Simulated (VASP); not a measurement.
# A VASP 6.6.1 single-point calculation on CdF2

INCAR

```
ISIF = 2
LWAVE = .FALSE.
NSW = 0
LDAUJ = 0 0
LDAUTYPE = 2
LCHARG = .FALSE.
LDAUU = 5.0 0
NELM = 81
LREAL = .FALSE.
LASPH = .TRUE.
LMAXMIX = 4
LDAU = .TRUE.
PREC = Accurate
ENCUT = 520
EDIFF = 1E-7
ISMEAR = -1
NBANDS = 20
IBRION = -1
LDAUL = 2 -1
SIGMA = 0.02
GGA = PE
```

KPOINTS

```
KPOINTS created by Atomic Simulation Environment
0
Gamma
3 3 3
0 0 0
```

POSCAR

```
Cd F
 1.0000000000000000
     0.0673544420249998    2.6941776810250002    2.6941776810256250
     2.6941776810250002    0.0673544420249998    2.6941776810256250
     2.7615321230999998    2.7615321230999998    0.0000000000512497
 Cd  F
   1   2
Cartesian
 -0.0000000000000000 -0.0000000000000000 -0.0000000000000000
  1.3807660615376416  1.3807660615376416  1.3318511468409264
  4.1422981846123585  4.1422981846123585  4.0565042152615733
```

The recommended PBE PAW datasets give the neutral cell 26 valence electrons.

Command

```
mpirun -np 1 vasp_std
```

OSZICAR

```
N       E                     dE             d eps       ncg     rms          rms(c)
DAV:   1     0.208433344436E+03    0.20843E+03   -0.15330E+04   328   0.131E+03
DAV:   2    -0.227263509869E+01   -0.21071E+03   -0.20444E+03   348   0.349E+02
DAV:   3    -0.119222486864E+02   -0.96496E+01   -0.96327E+01   356   0.829E+01
DAV:   4    -0.119655981857E+02   -0.43349E-01   -0.43348E-01   352   0.579E+00
DAV:   5    -0.119657522934E+02   -0.15411E-03   -0.15411E-03   352   0.296E-01    0.111E+01
DAV:   6    -0.103613914474E+02    0.16044E+01   -0.48229E+00   352   0.351E+01    0.103E+01
DAV:   7    -0.104336264631E+02   -0.72235E-01   -0.79678E-01   340   0.753E+00    0.525E+00
DAV:   8    -0.104412386673E+02   -0.76122E-02   -0.10450E-01   328   0.290E+00    0.140E+00
DAV:   9    -0.104387715011E+02    0.24672E-02   -0.20039E-02   344   0.155E+00    0.200E-01
DAV:  10    -0.104392992795E+02   -0.52778E-03   -0.37463E-03   336   0.657E-01    0.148E-01
DAV:  11    -0.104394602173E+02   -0.16094E-03   -0.58881E-04   332   0.253E-01    0.811E-02
DAV:  12    -0.104394237014E+02    0.36516E-04   -0.24803E-04   360   0.154E-01    0.274E-02
DAV:  13    -0.104394250275E+02   -0.13260E-05   -0.88364E-06   328   0.274E-02    0.140E-02
DAV:  14    -0.104394254645E+02   -0.43699E-06   -0.15463E-06   328   0.124E-02    0.156E-03
DAV:  15    -0.104394254784E+02   -0.13968E-07   -0.95890E-08   292   0.326E-03
   1 F= -.10439425E+02 E0= -.10439425E+02  d E =-.784664E-11
```

From OUTCAR

```
k-points           NKPTS =      8   k-points in BZ     NKDIM =      8   number of bands    NBANDS=     20

   NELECT =      26.0000    total number of electrons

   dimension x,y,z NGX =    28 NGY =   28 NGZ =   30
   dimension x,y,z NGXF=    56 NGYF=   56 NGZF=   60

  energy-cutoff  :      520.00
  volume of cell :       39.09
      direct lattice vectors                 reciprocal lattice vectors
     0.067354442  2.694177681  2.694177681    -0.190343984  0.190343984  0.185585384
     2.694177681  0.067354442  2.694177681     0.190343984 -0.190343984  0.185585384
     2.761532123  2.761532123  0.000000000     0.181058911  0.181058911 -0.185585384

 k-points in reciprocal lattice and weights: KPOINTS created by Atomic Simulation Env
   0.00000000  0.00000000  0.00000000       0.037
   0.33333333 -0.00000000  0.00000000       0.148
   0.33333333  0.33333333 -0.00000000       0.074
  -0.33333333  0.33333333  0.00000000       0.074
   0.00000000  0.00000000  0.33333333       0.148
   0.33333333 -0.00000000  0.33333333       0.148
  -0.33333333  0.00000000  0.33333333       0.296
  -0.33333333 -0.33333333  0.33333333       0.074

 E-fermi :  -1.2611

 k-point     1 :       0.0000    0.0000    0.0000
  band No.  band energies     occupation
      1     -22.1571      2.00000
      2     -21.0591      2.00000
      3      -8.9367      2.00000
      4      -8.9164      2.00000
      5      -8.8875      2.00000
      6      -8.1215      2.00000
      7      -8.1205      2.00000
      8      -2.5345      2.00000
      9      -2.4625      2.00000
     10      -2.3840      2.00000
     11      -2.3606      2.00000
     12      -2.3233      2.00000
     13      -2.2571      2.00000
     14       1.8096      0.00000
     15      11.0097      0.00000
     16      11.4761      0.00000
     17      11.9274      0.00000
     18      16.3300      0.00000
     19      17.7510      0.00000
     20      17.7886      0.00000

 k-point     2 :       0.3333   -0.0000    0.0000
  band No.  band energies     occupation
      1     -21.8554      2.00000
      2     -21.3465      2.00000
      3      -8.7216      2.00000
      4      -8.6901      2.00000
      5      -8.1964      2.00000
      6      -8.1239      2.00000
      7      -8.1104      2.00000
      8      -3.9070      2.00000
      9      -3.2080      2.00000
     10      -3.0295      2.00000
     11      -2.9974      2.00000
     12      -2.2434      2.00000
     13      -2.2379      2.00000
     14       4.7086      0.00000
     15       8.9338      0.00000
     16      12.3868      0.00000
     17      12.8334      0.00000
     18      16.2637      0.00000
     19      16.7372      0.00000
     20      17.9335      0.00000

 k-point     3 :       0.3333    0.3333   -0.0000
  band No.  band energies     occupation
      1     -21.8136      2.00000
      2     -21.3712      2.00000
      3      -8.5504      2.00000
      4      -8.4479      2.00000
      5      -8.4005      2.00000
      6      -8.1468      2.00000
      7      -8.0507      2.00000
      8      -4.5334      2.00000
      9      -3.9402      2.00000
     10      -3.7933      2.00000
     11      -2.0343      2.00000
     12      -1.7775      2.00000
     13      -1.7533      2.00000
     14       5.1351      0.00000
     15       8.7881      0.00000
     16      12.2452      0.00000
     17      12.5315      0.00000
     18      13.1347      0.00000
     19      18.3013      0.00000
     20      19.2097      0.00000

 ...

  Total        0.7289120      0.7289120      0.7278147     -0.2638602     -0.0000000     -0.0000000
  in kB       29.8777919     29.8777919     29.8328135    -10.8155180     -0.0000000     -0.0000000
  external PRESSURE =      29.8627991 kB  Pullay stress =       0.0000000 kB

 POSITION                                       TOTAL-FORCE (eV/Angst)
 -----------------------------------------------------------------------------------
      0.00000      0.00000      0.00000        -0.000000      0.000000     -0.000000
      1.38077      1.38077      1.33185         0.000000      0.000000     -0.000471
      4.14230      4.14230      4.05650        -0.000000     -0.000000      0.000471
 -----------------------------------------------------------------------------------
    total drift:                                0.000000      0.000000      0.000000

  FREE ENERGIE OF THE ION-ELECTRON SYSTEM (eV)
  ---------------------------------------------------
  free  energy   TOTEN  =       -10.4394254784 eV

  energy  without entropy=      -10.4394254784  energy(sigma->0) =      -10.43942548
```

It converged. Results: gap between bands v and c on the k mesh 3.56 eV; least direct gap on the k mesh 4.07 eV; pressure 3.0 GPa. Band v is the last that the valence electrons fill when counted band by band, and c is the next.

For comparison, a separate PBE run of the intended cell, on usual settings and not on those above, gives a gap of 3.07 eV on its mesh and a pressure of 6.4 GPa.

The run above took about 7.8 s on one core of a shared host (Intel Xeon Platinum 8488C) and held 0.16 GiB at most.
